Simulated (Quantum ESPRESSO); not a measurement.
Pb, 1 atom in the cell. The structure is cubic, space group Fm-3m (No. 225). The conventional cell has a = 4.950 Å, b = 4.950 Å, c = 4.950 Å, α = 90.00°, β = 90.00°, γ = 90.00°. Around Pb (site symmetry m-3m) lie 12 Pb at 3.50 Å. 

* Program: Quantum ESPRESSO 7.5
* Task: phonons
* Functional: WC
* Potentials or basis: GBRV 1.5 PBE
* Cutoff: 612 eV
* Density cutoff: 4898 eV
* k mesh: 6 × 6 × 6
* Occupations: cold, width 0.2 eV
* Spin: no spin polarisation
* Mixing beta: 0.5
* Most SCF iterations: 120
* SCF threshold: 2e-10 Ry

Potentials or basis: GBRV 1.5 PBE.

Launch:

```bash
$ OMP_NUM_THREADS=1 pw.x -in pw.in > pw.out
$ OMP_NUM_THREADS=1 pw.x -in relax.in > relax.out
$ OMP_NUM_THREADS=1 pw.x -in scf2.in > scf2.out
$ OMP_NUM_THREADS=1 ph.x -in ph.in > ph.out
```

Hardware: 1 thread of Arm Neoverse V2, with other jobs on the host.

How long does it take, and how much memory?

Wall time 97 s on 1 thread of Arm Neoverse V2 (shared host), peak memory 0.11 GiB. Counts: scf iterations 38, k pools 1, bands 13, ion steps 5, k points 16, g dense 23505.
